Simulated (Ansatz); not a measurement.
## TiCo$_{2}$ under pressure

All numbers below come from DFT r2SCAN, scalar-relativistic, plane waves, PAW (Ansatz). (500 eV cutoff, 10×10×10 k-mesh, Gaussian smearing of 0.10 eV, collinear spin)

Starting point, cell and atoms relaxed:

```xyz
6
Lattice="0.0000 3.3437 3.3437 3.3437 0.0000 3.3437 3.3437 3.3437 0.0000" Properties=species:S:1:pos:R:3 pbc="T T T"
Ti    3.3437    3.3437    3.3437
Ti    5.0155    5.0155    5.0155
Co    0.8359    0.8359    0.8359
Co    0.8359    2.5078    2.5078
Co    2.5078    2.5078    0.8359
Co    2.5078    0.8359    2.5078
```

Cell and atoms are relaxed at each pressure within the symmetry of the start, at zero temperature, so transitions that lower the symmetry aren't seen. The k-mesh given is that at zero pressure and may differ at others. a, b and c are the lengths of the cell vectors above.

With moments and this functional the run may sit in a state above the lowest one.

```tsv
P (GPa)	V (Å³/atom)	V/V0	a (Å)	b (Å)	c (Å)
-2	12.60	1.011	4.747	4.747	4.747
0	12.46	1.000	4.729	4.729	4.729
2	12.33	0.989	4.712	4.712	4.712
5	12.13	0.974	4.687	4.687	4.687
10	11.85	0.951	4.650	4.650	4.650
20	11.35	0.911	4.584	4.584	4.584
40	10.55	0.847	4.473	4.473	4.473
```

**Question.** What bulk modulus and pressure derivative fit these points?

**Answer.** A third-order Birch–Murnaghan fit gives B0 = 184 GPa and B0' = 3.3.